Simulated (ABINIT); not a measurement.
Crystal: Ti2O.

```
Ti O
1.0
     2.91940    0.00000    0.00000
    -1.45970    2.52827    0.00000
     0.00000    0.00000    4.71300
Ti O
2 1
Direct
  0.33333 0.66667 0.72126
  0.66667 0.33333 0.27874
  0.00000 0.00000 0.00000
```

- Program: ABINIT 10.8.3 (patched build)
- Task: relaxation of cell and atoms
- Functional: PBEsol
- Potentials or basis: PseudoDojo NC SR PBEsol v0.4.1 standard
- Cutoff: 1143 eV
- k mesh: 8 × 8 × 4
- Occupations: fermi-dirac, width 0.05 eV
- Spin: no spin polarisation

At the start: pressure 4.4 GPa; volume 11.60 Å³/atom.

Task: Where does the relaxation end?

Result: Over 10 steps the energy falls by 36.1 meV/atom and the volume is 11.88 Å³/atom (+2.5 %); space group P-3m1 (No. 164, to 0.05 Å).

The path:
| step | energy change (eV) | largest force (eV/Å) | pressure (GPa) | volume (Å³) |
| --- | --- | --- | --- | --- |
| 1 | 0.0000 | 1.3637 | 4.37 | 34.79 |
| 2 | -0.0440 | 1.0324 | 1.49 | 35.25 |
| 3 | -0.0907 | 0.3833 | -1.59 | 35.84 |
| 4 | -0.1000 | 0.1330 | -1.29 | 35.83 |
| 5 | -0.1054 | 0.0328 | -0.30 | 35.70 |
| 6 | -0.1074 | 0.0622 | 0.27 | 35.62 |
| 7 | -0.1081 | 0.0280 | 0.31 | 35.61 |
| 8 | -0.1082 | 0.0028 | 0.12 | 35.63 |
| 9 | -0.1082 | 0.0012 | 0.02 | 35.65 |
| 10 | -0.1082 | 0.0004 | 0.00 | 35.65 |

Final structure:
```yaml
crystal:
  lattice:
    - [2.95500, 0.00000, 0.00000]
    - [-1.47750, 2.55910, 0.00000]
    - [0.00000, 0.00000, 4.71485]
  atoms:
    - { symbol: Ti, position: [0.33333, 0.66667, 0.73748] }
    - { symbol: Ti, position: [0.66667, 0.33333, 0.26252] }
    - { symbol: O, position: [0.00000, 0.00000, 0.00000] }
```
